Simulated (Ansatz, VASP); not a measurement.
This is a calculation of ZnSe (Stilleite) for VASP 6.6.1.

File INCAR:

```
PREC = Accurate
ENCUT = 520
EDIFF = 1E-7
ISMEAR = -1
SIGMA = 0.05
LREAL = F
LASPH = T
NELM = 60
ALGO = Normal
ISIF = 2
LWAVE = F
LCHARG = T
GGA = PS
LELF = T
LVHAR = T
NBANDS = 16
```

Contents of KPOINTS:

```
regular mesh
0
Gamma
  8 8 8
```

Contents of POSCAR:

```
ZnSe
1.0
    0.0000000000      2.7955007105      2.7955007105
    2.7955007105      0.0000000000      2.7955007105
    2.7955007105      2.7955007105      0.0000000000
Se Zn
1 1
Direct
    0.7500000000      0.7500000000      0.7500000000
    0.0000000000      0.0000000000      0.0000000000
```

Potentials or basis: VASP PAW PBE potentials, release 64 (Se, Zn).

Launch:

```sh
$ cat potpaw_PBE.64/Se/POTCAR potpaw_PBE.64/Zn/POTCAR > POTCAR
$ mpirun -np 1 vasp_std > vasp.out
```

Task: Set up the same calculation for Ansatz 0.2.0. Potentials there: all-electron LAPW, scalar-relativistic.

Result: As run (the cutoff follows the program's own potentials):

Contents of input.yaml:

```yaml
crystal:
  lattice:
    - [0.0, 2.7955007105, 2.7955007105]
    - [2.7955007105, 0.0, 2.7955007105]
    - [2.7955007105, 2.7955007105, 0.0]
  atoms:
    - { symbol: Se, position: [0.75, 0.75, 0.75] }
    - { symbol: Zn, position: [0.0, 0.0, 0.0] }
kpoints:
  mp_grid: { grid: [8, 8, 8] }
scf:
  occupations: { method: fermi_dirac, width: 0.05 }
hamiltonian:
  xc: pbesol
  pseudopotentials: { kind: all_electron, lapw: { basis_error: 0.001 } }
output:
  forces: true
  stress: true
  eigenvalues: true
```

Potentials or basis: all-electron LAPW, scalar-relativistic.

Command:

```sh
$ ansatz run input.yaml --threads 1 --pin off --max-ram 3072MiB --backend cpu --events-out ev --progress --plain --runs-dir out
```

Both were run:

|  | VASP | Ansatz | Ansatz less VASP |
| --- | --- | --- | --- |
| gap on the k mesh at the Fermi level (eV) | 1.33 | 1.33 | -0.003 |
| least direct gap on the mesh (eV) | 1.33 | 1.33 | -0.003 |
| pressure (GPa) | 1.9 | 1.6 | -0.28 |

Ansatz ran all-electron here, so the differences hold the error of VASP's frozen core and of both bases.

Caveats: the PAW data sets were made with another functional, which shifts forces and pressure a little (VASP).
